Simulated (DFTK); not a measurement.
## W: relaxation of cell and atoms with PBE

Crystal: W.

```
CELL_PARAMETERS angstrom
-1.58234 1.58234 1.58234
1.58234 -1.58234 1.58234
1.58234 1.58234 -1.58234
ATOMIC_POSITIONS crystal
W 0.00000 0.00000 0.00000
```

| Item | Value |
| --- | --- |
| Program | DFTK 0.8.2 |
| Task | relaxation of cell and atoms |
| Functional | PBE |
| Potentials or basis | dojo.nc.sr.pbe.v0_4_1.standard.upf (PBE) |
| Cutoff | 1170 eV |
| k mesh | 8 × 8 × 8 |
| Occupations | fermi-dirac, width 0.05 eV |
| Spin | no spin polarisation |
| Target pressure | 10 GPa |
| Valence electrons | W 14 |
| SCF tolerance on the density | 1e-06 |
| Kinetic blow-up at the cutoff (BlowupCHV) | yes |
| Most ionic steps | 30 |
| Gradient tolerance | 0.0002 Ha/bohr |

```json
{"Relaxed volume": "15.67 Å³/atom", "Relaxed cell": "a = 2.731 Å, b = 2.731 Å, c = 2.731 Å, α = 109.47°, β = 109.47°, γ = 109.47°", "Space group after relaxing (to 0.05 Å)": "Im-3m (No. 229)", "Pressure after relaxing": "10.0 GPa", "Band gap on the k mesh": "none (metal or under the smearing width)"}
```

Step by step:
| step | energy change (eV) | largest force (eV/Å) | pressure (GPa) | volume (Å³) |
| --- | --- | --- | --- | --- |
| 1 | 0.0000 | 0.0000 | 6.18 | 15.85 |
| 2 | 0.0134 | 0.0000 | 11.51 | 15.60 |
| 3 | 0.0088 | 0.0000 | 9.97 | 15.67 |

Final structure:
```yaml
crystal:
  lattice:
    - [-1.57650, 1.57650, 1.57650]
    - [1.57650, -1.57650, 1.57650]
    - [1.57650, 1.57650, -1.57650]
  atoms:
    - { symbol: W, position: [0.00000, 0.00000, 0.00000] }
```

Levels at points of the mesh, in eV from the Fermi level:
```
              k point  band 4  band 5  band 6  band 7  band 8  band 9  band 10  band 11
   (0.00, 0.00, 0.00)  -37.50   -9.49   -1.04   -1.04   -1.04    2.50     2.50    14.74
  (-0.50, 0.00, 0.00)  -37.51   -6.13   -3.41    0.94    2.40    3.40     6.47    11.47
(-0.50, -0.50, -0.50)  -38.43   -5.71   -5.71    5.46    5.46    5.46     8.54     8.54
```

Wall time 2.4 min on 1 thread of Intel(R) Xeon(R) Platinum 8488C (Sapphire Rapids), on a shared host, peak memory 1.6 GiB.

The run has no spin-orbit coupling, so splittings on W are missing.
